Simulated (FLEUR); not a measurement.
# PbO2 (P1) in FLEUR: convergence with Gmax

Aim: find how far Gmax must go before the results for PbO2 settle, at PBE. This setting moves, with any that are tied to it; all else stays.

All numbers are computed with FLEUR MaX-R8.1 (later development tree); they aren't measurements. Logs are shortened: lines on timing, memory, paths and dates and some standing lists are left out, and cuts for length are marked.

## (1) The cell of the first run

The typed cell holds 3 atoms: a = 3.821 Å, b = 3.821 Å, c = 3.821 Å, α = 60.00°, β = 60.00°, γ = 60.00°.

The cell comes from a database or a generator and needn't be the stable form of this composition.

The cell isn't the ideal one: atoms moved at random.

## (2) With Gmax 9

Contents of inp.xml:

```xml
<?xml version="1.0" encoding="UTF-8" standalone="no"?>
<fleurInput fleurInputVersion="0.39">
   <comment>
      PbO2                                                                                                
   </comment>
   <calculationSetup>
      <cutoffs Kmax="4.65" Gmax="9.0" GmaxXC="9.0" numbands="0"/>
      <scfLoop itmax="60" minDistance="0.00001" maxIterBroyd="15" imix="Anderson" alpha="0.05" precondParam="0.0" spinf="2.0" sdNocoIR="T"/>
      <coreElectrons ctail="T" frcor="F" kcrel="0" coretail_lmax="0"/>
      <xcFunctional name="pbe" relativisticCorrections="F"/>
      <magnetism jspins="1"/>
      <soc l_soc="F" theta="0.0" phi="0.0" spav="F"/>
      <expertModes spex="0" secvar="F"/>
      <geometryOptimization l_f="T" forcealpha="1.0" forcemix="BFGS" epsdisp="0.0005" epsforce="0.0002"/>
      <ldaU l_linMix="F" mixParam="0.05" spinf="1.0"/>
   </calculationSetup>
   <cell>
      <bzIntegration valenceElectrons="32.0" mode="hist" fermiSmearingEnergy="0.00183747">
         <kPointListSelection listName="default-1"/>
         <!-- k-points included here -->
         <xi:include xmlns:xi="http://www.w3.org/2001/XInclude" href="kpts.xml"> </xi:include>
      </bzIntegration>
      <!-- symmetry operations included here -->
      <xi:include xmlns:xi="http://www.w3.org/2001/XInclude" href="sym.xml"> </xi:include>
      <bulkLattice scale="1.0">
         <bravaisMatrix>
            <row-1>    0.0000000000000000     5.1060248708602032     5.1060248708602032</row-1>
            <row-2>    5.1060248708602032     0.0000000000000000     5.1060248708602032</row-2>
            <row-3>    5.1060248708602032     5.1060248708602032     0.0000000000000000</row-3>
         </bravaisMatrix>
      </bulkLattice>
   </cell>
   <atomSpecies>
      <species name="Lead (Pb)" element="Pb" atomicNumber="82">
         <mtSphere radius="2.39" gridPoints="801" logIncrement="0.017"/>
         <atomicCutoffs lmax="10" lnonsphr="10"/>
         <electronConfig flipSpins="F">
            <coreConfig>(1s1/2) (2s1/2) (2p1/2) (2p3/2) (3s1/2) (3p1/2) (3p3/2) (4s1/2) (3d3/2) (3d5/2) (4p1/2) (4p3/2) (4d3/2) (4d5/2) (4f5/2) (4f7/2) (5s1/2)</coreConfig>
            <valenceConfig>(5p1/2) (5p3/2) (6s1/2) (5d3/2) (5d5/2) (6p1/2) (6p3/2)</valenceConfig>
            <stateOccupation state="(6p1/2)" spinUp="0.333333" spinDown="0.333333"/>
            <stateOccupation state="(6p3/2)" spinUp="0.666667" spinDown="0.666667"/>
         </electronConfig>
         <energyParameters s="6" p="6" d="5" f="5"/>
         <lo type="SCLO" l="1" n="5" eDeriv="0"/>
         <lo type="SCLO" l="1" n="5" eDeriv="1"/>
         <lo type="SCLO" l="0" n="6" eDeriv="2"/>
         <lo type="SCLO" l="2" n="5" eDeriv="2"/>
         <lo type="SCLO" l="3" n="5" eDeriv="2"/>
      </species>
      <species name="Oxygen (O)" element="O" atomicNumber="8">
         <mtSphere radius="1.55" gridPoints="519" logIncrement="0.02"/>
         <atomicCutoffs lmax="8" lnonsphr="8"/>
         <electronConfig flipSpins="F">
            <coreConfig>(1s1/2)</coreConfig>
            <valenceConfig>(2s1/2) (2p1/2) (2p3/2)</valenceConfig>
            <stateOccupation state="(2p1/2)" spinUp="0.666667" spinDown="0.666667"/>
            <stateOccupation state="(2p3/2)" spinUp="1.333333" spinDown="1.333333"/>
         </electronConfig>
         <energyParameters s="2" p="2" d="3" f="4"/>
         <lo type="SCLO" l="0" n="2" eDeriv="2"/>
         <lo type="SCLO" l="1" n="2" eDeriv="2"/>
         <lo type="SCLO" l="2" n="3" eDeriv="2"/>
      </species>
   </atomSpecies>
   <atomGroups>
      <atomGroup species="Lead (Pb)">
         <relPos label="                   1">-.0038920000 .0019790000 .0053630000</relPos>
         <force calculate="T" relaxXYZ="TTT"/>
      </atomGroup>
      <atomGroup species="Oxygen (O)">
         <relPos label="                   2">-.2545800000 -.2531390000 -.2580460000</relPos>
         <force calculate="T" relaxXYZ="TTT"/>
      </atomGroup>
      <atomGroup species="Oxygen (O)">
         <relPos label="                   3">.2379960000 .2722400000 .2412150000</relPos>
         <force calculate="T" relaxXYZ="TTT"/>
      </atomGroup>
   </atomGroups>
   <output dos="F" band="F" slice="F">
      <checks vchk="F" cdinf="F"/>
      <bandDOS minEnergy="-.5*Htr" maxEnergy="0.5*Htr" sigma="0.015" storeEVData="T"/>
      <vacuumDOS vacdos="F" integ="F" star="F" nstars="0" locx1="0.0" locy1="0.0" locx2="0.0" locy2="0.0" nstm="0" tworkf="0.0"/>
      <unfoldingBand unfoldBand="F" supercellX="1" supercellY="1" supercellZ="1"/>
      <plotting iplot="0" polar="F">
         <plot TwoD="T" vec1="  1.0  0.0  0.0" vec2="  0.0  1.0  0.0" vec3="  0.0  0.0  1.0" zero="  0.0  0.0  0.0" file="plot"/>
      </plotting>
      <chargeDensitySlicing numkpt="0" minEigenval="0.0" maxEigenval="0.0" nnne="0" pallst="F"/>
      <specialOutput eonly="F"/>
      <moessbauerParams electricFieldGradient="T" isomerShift="T" coreHyperfine="T" valenceHyperfine="T"/>
      <magneticCircularDichroism mcd="F" energyLo="-10.0" energyUp="0.0"/>
   </output>
  <!-- We include the file relax.xml here to enable relaxations (see documentation) -->
  <xi:include xmlns:xi="http://www.w3.org/2001/XInclude" href="relax.xml"> <xi:fallback/> </xi:include>
</fleurInput>
```

Contents of crystal.txt:

```
PbO2
&input cartesian=F /
0.0000000000  2.7019920000  2.7019920000
2.7019920000  0.0000000000  2.7019920000
2.7019920000  2.7019920000  0.0000000000
1.8897261246
1.0 1.0 1.0

3
82 -0.0038920000  0.0019790000  0.0053630000
8 0.7454200000  0.7468610000  0.7419540000
8 0.2379960000  0.2722400000  0.2412150000

&kpt div1=4 div2=4 div3=4 gamma=T /
```

Potentials or basis: all-electron, FLAPW.

Launch:

```sh
> inpgen -f crystal.txt -profile fastHighL
> # inp.xml edited to the form shown
> fleur_MPI
```

Output:

```text
Welcome to FLEUR        (www.flapw.de)
      MaX-Release 8.1          (www.max-centre.eu)

 ========== k-point set info ==========
 Selected k-point list: default-1
 k-point list type: mesh
 4 x 4 x 4
 Number of k points: 36

 ------------Calculation Setup---------------------------
 Number of MPI-tasks      :            1
 Number of PE/node        :            1
 Number of OMP-threads    :            1
 Most efficient MPI parallelization for:
           1           2           3           4           6           9          12          18          36
 Additional eigenvalue parallelization possible
 Number of basis functions:          569
 Approximate size of matrices (H+S) per k-point:         0.010 GB
 --------------------------------------------------------
 Iteration:     1   Distance:      26.59884222 me/bohr^3
 Iteration:     2   Distance:      22.82167970 me/bohr^3
 Iteration:     3   Distance:       9.10960021 me/bohr^3
 Iteration:     4   Distance:       3.86980657 me/bohr^3
 Iteration:     5   Distance:       1.62754025 me/bohr^3
 Iteration:     6   Distance:       0.35902689 me/bohr^3
 Iteration:     7   Distance:       0.31975658 me/bohr^3
 Iteration:     8   Distance:       0.17643257 me/bohr^3
 Iteration:     9   Distance:       0.02547073 me/bohr^3
 Iteration:    10   Distance:       0.01874176 me/bohr^3
 Iteration:    11   Distance:       0.01036032 me/bohr^3
 Iteration:    12   Distance:       0.00191688 me/bohr^3
 Iteration:    13   Distance:       0.00105072 me/bohr^3
 Iteration:    14   Distance:       0.00026691 me/bohr^3
 Iteration:    15   Distance:       0.00011417 me/bohr^3
 Iteration:    16   Distance:       0.00007929 me/bohr^3
 Iteration:    17   Distance:       0.00003504 me/bohr^3
 Iteration:    18   Distance:       0.00000903 me/bohr^3
 Reset of history

 ********************************************************************
 Run finished successfully
 Stop message:
   Structural relaxation: new displacements generated
 ********************************************************************
```

Run time: 3.1 min. Hardware: 1 thread of Intel Xeon 6975P-C (Granite Rapids), shared host; peak memory 0.19 GiB.

Results:

- Free energy: -573581.1952 eV
- Largest force: 0.499 eV/Å
- Valence electrons inside the program's atomic spheres: Pb 17.17; O 4.93 (radii Pb 2.39, O 1.55 bohr)

## (3) With Gmax 10.3

Edit inp.xml of step 2 so:

```diff
@@ -6,3 +6,3 @@
    <calculationSetup>
-      <cutoffs Kmax="4.65" Gmax="9.0" GmaxXC="9.0" numbands="0"/>
+      <cutoffs Kmax="4.65" Gmax="10.3" GmaxXC="10.3" numbands="0"/>
       <scfLoop itmax="60" minDistance="0.00001" maxIterBroyd="15" imix="Anderson" alpha="0.05" precondParam="0.0" spinf="2.0" sdNocoIR="T"/>
```

crystal.txt is that of step 2.

Potentials or basis: all-electron, FLAPW.

Launch:

```sh
> inpgen -f crystal.txt -profile fastHighL
> # inp.xml edited to the form shown
> fleur_MPI
```

Wall time 3.3 min (1 thread of Intel Xeon 6975P-C (Granite Rapids), shared host); peak memory 0.19 GiB.

What came out:

```yaml
Free_energy: -573581.2005 eV
Largest_force: 0.503 eV/Å
Valence_electrons_inside_the_program's_atomic_spheres: Pb 17.17; O 4.93 (radii Pb 2.39, O 1.55 bohr)
```

## (4) With Gmax 11.7

Edit inp.xml of step 3 so:

```diff
@@ -6,3 +6,3 @@
    <calculationSetup>
-      <cutoffs Kmax="4.65" Gmax="10.3" GmaxXC="10.3" numbands="0"/>
+      <cutoffs Kmax="4.65" Gmax="11.7" GmaxXC="11.7" numbands="0"/>
       <scfLoop itmax="60" minDistance="0.00001" maxIterBroyd="15" imix="Anderson" alpha="0.05" precondParam="0.0" spinf="2.0" sdNocoIR="T"/>
```

crystal.txt is that of step 3.

Launch:

```sh
> inpgen -f crystal.txt -profile fastHighL
> # inp.xml edited to the form shown
> fleur_MPI
```

It took 3.3 min on 1 thread of Intel Xeon 6975P-C (Granite Rapids), shared host; peak memory 0.2 GiB.

What came out:

- Free energy: -573581.1984 eV
- Largest force: 0.503 eV/Å
- Valence electrons inside the program's atomic spheres: Pb 17.17; O 4.93 (radii Pb 2.39, O 1.55 bohr)

## (5) With Gmax 13.5

Edit inp.xml of step 4 so:

```diff
@@ -6,3 +6,3 @@
    <calculationSetup>
-      <cutoffs Kmax="4.65" Gmax="11.7" GmaxXC="11.7" numbands="0"/>
+      <cutoffs Kmax="4.65" Gmax="13.5" GmaxXC="13.5" numbands="0"/>
       <scfLoop itmax="60" minDistance="0.00001" maxIterBroyd="15" imix="Anderson" alpha="0.05" precondParam="0.0" spinf="2.0" sdNocoIR="T"/>
```

crystal.txt is that of step 4.

Launch:

```sh
> inpgen -f crystal.txt -profile fastHighL
> # inp.xml edited to the form shown
> fleur_MPI
```

Wall time 3.3 min (1 thread of Intel Xeon 6975P-C (Granite Rapids), shared host); peak memory 0.2 GiB.

What came out:

```yaml
Free_energy: -573581.1987 eV
Largest_force: 0.507 eV/Å
Valence_electrons_inside_the_program's_atomic_spheres: Pb 17.17; O 4.93 (radii Pb 2.39, O 1.55 bohr)
```

## (6) With Gmax 15.8

Edit inp.xml of step 5 so:

```diff
@@ -6,3 +6,3 @@
    <calculationSetup>
-      <cutoffs Kmax="4.65" Gmax="13.5" GmaxXC="13.5" numbands="0"/>
+      <cutoffs Kmax="4.65" Gmax="15.8" GmaxXC="15.8" numbands="0"/>
       <scfLoop itmax="60" minDistance="0.00001" maxIterBroyd="15" imix="Anderson" alpha="0.05" precondParam="0.0" spinf="2.0" sdNocoIR="T"/>
```

crystal.txt is that of step 5.

Potentials or basis: all-electron, FLAPW.

Launch:

```sh
> inpgen -f crystal.txt -profile fastHighL
> # inp.xml edited to the form shown
> fleur_MPI
```

It took 3.4 min on 1 thread of Intel Xeon 6975P-C (Granite Rapids), shared host; peak memory 0.22 GiB.

What came out:

```
Free energy                                           : -573581.1988 eV
Largest force                                         : 0.503 eV/Å
Valence electrons inside the program's atomic spheres : Pb 17.17; O 4.93 (radii Pb 2.39, O 1.55 bohr)
```

## (7) With Gmax 18

Edit inp.xml of step 6 so:

```diff
@@ -6,3 +6,3 @@
    <calculationSetup>
-      <cutoffs Kmax="4.65" Gmax="15.8" GmaxXC="15.8" numbands="0"/>
+      <cutoffs Kmax="4.65" Gmax="18.0" GmaxXC="18.0" numbands="0"/>
       <scfLoop itmax="60" minDistance="0.00001" maxIterBroyd="15" imix="Anderson" alpha="0.05" precondParam="0.0" spinf="2.0" sdNocoIR="T"/>
```

crystal.txt is that of step 6.

Launch:

```sh
> inpgen -f crystal.txt -profile fastHighL
> # inp.xml edited to the form shown
> fleur_MPI
```

Wall time 3.5 min (1 thread of Intel Xeon 6975P-C (Granite Rapids), shared host); peak memory 0.24 GiB.

What came out:

```yaml
Free_energy: -573581.1988 eV
Largest_force: 0.504 eV/Å
Valence_electrons_inside_the_program's_atomic_spheres: Pb 17.17; O 4.93 (radii Pb 2.39, O 1.55 bohr)
```

## (8) With Gmax 22.5

Edit inp.xml of step 7 so:

```diff
@@ -6,3 +6,3 @@
    <calculationSetup>
-      <cutoffs Kmax="4.65" Gmax="18.0" GmaxXC="18.0" numbands="0"/>
+      <cutoffs Kmax="4.65" Gmax="22.5" GmaxXC="22.5" numbands="0"/>
       <scfLoop itmax="60" minDistance="0.00001" maxIterBroyd="15" imix="Anderson" alpha="0.05" precondParam="0.0" spinf="2.0" sdNocoIR="T"/>
```

crystal.txt is that of step 7.

Launch:

```sh
> inpgen -f crystal.txt -profile fastHighL
> # inp.xml edited to the form shown
> fleur_MPI
```

Wall time 3.8 min (1 thread of Intel Xeon 6975P-C (Granite Rapids), shared host); peak memory 0.3 GiB.

What came out:

```yaml
Free_energy: -573581.1988 eV
Largest_force: 0.504 eV/Å
Valence_electrons_inside_the_program's_atomic_spheres: Pb 17.17; O 4.93 (radii Pb 2.39, O 1.55 bohr)
```

## (9) The series at a glance

```tsv
Gmax	energy less the tightest run, at zero smearing (meV/atom)	largest force (eV/Å)	SCF cycles	CPU time (s)	peak memory (GiB)
9	1.21	0.499	19	180	0.19
10.3	-0.58	0.503	20	200	0.19
11.7	0.13	0.503	20	200	0.2
13.5	0.03	0.507	20	200	0.2
15.8	-0.01	0.503	20	200	0.22
18	-0.01	0.504	20	210	0.24
22.5	0.00	0.504	20	230	0.3
```

Against the tightest run, the energy stays within 1 meV/atom from 10.3 on; the largest force stays within 0.005 eV/Å from 9 on. The tightest run that finished is the yardstick and may itself not be fully converged.

Caveats: all runs use coarse meshes.
